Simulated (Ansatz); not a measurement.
**Profile along the Ru–O line in RuO2 (rutile)**

RuO2 (rutile)

```
CELL_PARAMETERS angstrom
      4.46614     0.00000     0.00000
      0.00000     4.46614     0.00000
      0.00000     0.00000     3.09186
ATOMIC_POSITIONS crystal
  Ru 0.00000 0.00000 0.00000
  Ru 0.50000 0.50000 0.50000
  O  0.30608 0.30608 0.00000
  O  0.80608 0.19392 0.50000
  O  0.19392 0.80608 0.50000
  O  0.69392 0.69392 0.00000
```

Fields along a shortest Ru–O line of a (-1 1 0) plane (1.93 Å), from Ru to O, interpolated on the slice's grid (step about 0.2 Å). These are PBEsol (plane waves to 420 eV, PAW, scalar-relativistic; Ansatz, an electronic-structure program) values and carry that method's errors. k mesh 11×11×15. These are valence fields of a PAW run, semicore shells included where kept as valence: close to a nucleus they are smooth pseudo fields. RuO2 is run without spin polarisation and with no Hubbard U. RuO2 was relaxed with its symmetry unable to fall.

| distance from Ru (Å) | valence electron density (e/Å³) | electron localisation function |
|---|---|---|
| 0.00 | 10.07 | x |
| 0.10 | 10.00 | x |
| 0.19 | 9.65 | x |
| 0.29 | 8.85 | x |
| 0.39 | 7.62 | x |
| 0.48 | 6.09 | 0.62 |
| 0.58 | 4.48 | 0.58 |
| 0.68 | 3.00 | 0.47 |
| 0.77 | 1.87 | 0.31 |
| 0.87 | 1.23 | 0.21 |
| 0.96 | 0.98 | 0.23 |
| 1.06 | 0.98 | 0.37 |
| 1.16 | 1.18 | 0.56 |
| 1.25 | 1.61 | 0.73 |
| 1.35 | 2.34 | 0.83 |
| 1.45 | 3.39 | 0.83 |
| 1.54 | 4.70 | x |
| 1.64 | 5.96 | x |
| 1.74 | 6.89 | x |
| 1.83 | 7.42 | x |
| 1.93 | 7.42 | x |

x: too close to a nucleus for the ELF to mean much.

Density on the Ru–O line (1.93 Å) at its density minimum, 1.0 Å from Ru: 0.96 e/Å³. ELF at that point: 0.3.
